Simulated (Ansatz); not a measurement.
Here is an unrelaxed guess for HfB₂.

```cif
data_structure
_symmetry_space_group_name_H-M 'P 1'
_symmetry_Int_Tables_number 1
_cell_length_a 4.9326
_cell_length_b 3.8580
_cell_length_c 3.8580
_cell_angle_alpha 85.813
_cell_angle_beta 90.000
_cell_angle_gamma 90.000
_cell_volume 73.22
loop_
_atom_site_label
_atom_site_type_symbol
_atom_site_fract_x
_atom_site_fract_y
_atom_site_fract_z
_atom_site_occupancy
Hf1 Hf 0.25000 0.08695 0.07714 1
Hf2 Hf 0.75000 0.07714 0.08695 1
B1 B 0.25000 0.84326 0.69970 1
B2 B 0.75000 0.69970 0.84326 1
B3 B 0.00000 0.87024 0.87024 1
B4 B 0.50000 0.87024 0.87024 1
```

These are results of DFT PBE, scalar-relativistic, plane waves, PAW (Ansatz), not measurements. Settings: cutoff 420 eV, Γ-centred mesh 4×4×4 on the computed 6-atom cell, Gaussian smearing of 0.10 eV; no spin polarisation.

Formation energies are uncorrected and refer to the elements' standard structures at the same level.

**Question.** How far from equilibrium is it?

**Answer.** The pressure is 126.0 GPa (the mean over three directions, positive in compression), the largest force is 29.02 eV/Å, and the energy is +3.76 eV/atom against the elements. The shortest distance is 1.41 Å, so close that the PAW spheres overlap strongly and these values are rough.

**Question.** How much does it gain on relaxing, and where does it end?

**Answer.** Relaxing gains about 4.0 eV/atom (the start's value is from the coarse mesh, so the gain is rough) in 25 ionic steps and ends at −0.25 eV/atom on the finer mesh. The symmetry goes from Ama2 (No. 40) to P4/mmm (No. 123), and the primitive cell from 6 to 3 atoms. The volume per atom shrinks by 2.3 %, from 12.2 to 11.9 Å³. The shortest distance goes from 1.41 Å (B–B) to 1.59 Å (B–B). Conventional cell: a = 3.353 Å, c = 3.181 Å. Around Hf lie 4 B at 2.37 Å, 8 B at 2.86 Å and 6 Hf at 3.18–3.35 Å; B on its first site is surrounded by 2 B at 1.59 Å and 4 Hf at 2.37 Å; around B on its second site lie 2 B at 1.59 Å.

The last run used a 14×14×14 mesh for its 3-atom cell and Gaussian smearing of 0.10 eV. Spin–orbit coupling, which can matter for Hf, is left out. The relaxation can't lower the symmetry of the start. Symmetry constrained the relaxation, so the result can be a saddle point. Another cell of HfB2 relaxed alike, in P6/mmm (a cell as deposited in COD), lies 0.76 eV/atom lower, so this cell isn't the stable form at this level.
